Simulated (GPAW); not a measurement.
A run of GPAW 26.7.0 is set up as follows.

File run.py:

```python
from ase import Atoms
from ase.dft.bandgap import bandgap
from ase.io import write
from ase.units import GPa
from gpaw import GPAW, PW

atoms = Atoms(['Cd', 'Cd', 'Se', 'Se'],
              cell=[[4.3, 0.0, 0.0],
                    [-2.15, 3.7239092363, 0.0],
                    [0.0, 0.0, 7.02]],
              scaled_positions=[[0.6666666667, 0.3333333333, 0.5],
                                [0.3333333333, 0.6666666667, 0.0],
                                [0.6666666667, 0.3333333333, 0.885],
                                [0.3333333333, 0.6666666667, 0.385]],
              pbc=True)

calc = GPAW(mode=PW(450),
            xc='LDA',
            kpts={'size': (6, 6, 3), 'gamma': True},
            occupations={'name': 'fermi-dirac', 'width': 0.05},
            nbands=31,
            maxiter=120,
            txt='gpaw.txt')
atoms.calc = calc
energy = atoms.get_potential_energy()
forces = atoms.get_forces()
stress = atoms.get_stress()
calc.write('gs.gpw')
write('result.traj', atoms)
print(f'Energy: {energy:.6f} eV')
print('Forces (eV/A):')
print(forces.round(4))
print('Stress (GPa):', (stress / GPa).round(3))
print('Fermi level:', round(calc.get_fermi_level(), 4), 'eV')
print(f'Gap: {bandgap(calc)[0]:.4f} eV, direct: {bandgap(calc, direct=True)[0]:.4f} eV')
```

Potentials or basis: the program's PAW data sets (release 1.2.1) made for this functional, pw.

Run with:

```sh
$ OMP_NUM_THREADS=1 python run.py
```

Task: What does it give for the largest force?

Result: 0.253 eV/Å.

Task: What does it give for the band gap on the k mesh?

Result: 0.42 eV, direct.

Task: What does it give for the pressure?

Result: -2.8 GPa.

Forces on the atoms (eV/Å):
```
Cd   0.000  0.000  0.252
Cd   0.000  0.000  0.253
Se   0.000  0.000 -0.253
Se   0.000  0.000 -0.253
```

Caveat: the cutoff is short for stress and forces, so pressures can be off by a GPa or more.

**Measured values to compare with.**

A printed reference work, data compilation reports, for a bulk crystal of CdSe at 2 K: band gap 1.841 eV.

Against the measured gap of CdSe, 1.841 eV (2 K; a printed reference work, data compilation), the calculated 0.42 eV is off by -1.42 eV. So large a miss can be the level of theory's own, or it may mean another phase, state or a wrong row. Spin-orbit coupling on Cd, Se is left out. The value is that of LDA, without temperature or zero-point motion. Semilocal functionals fall short of measured gaps as a rule.
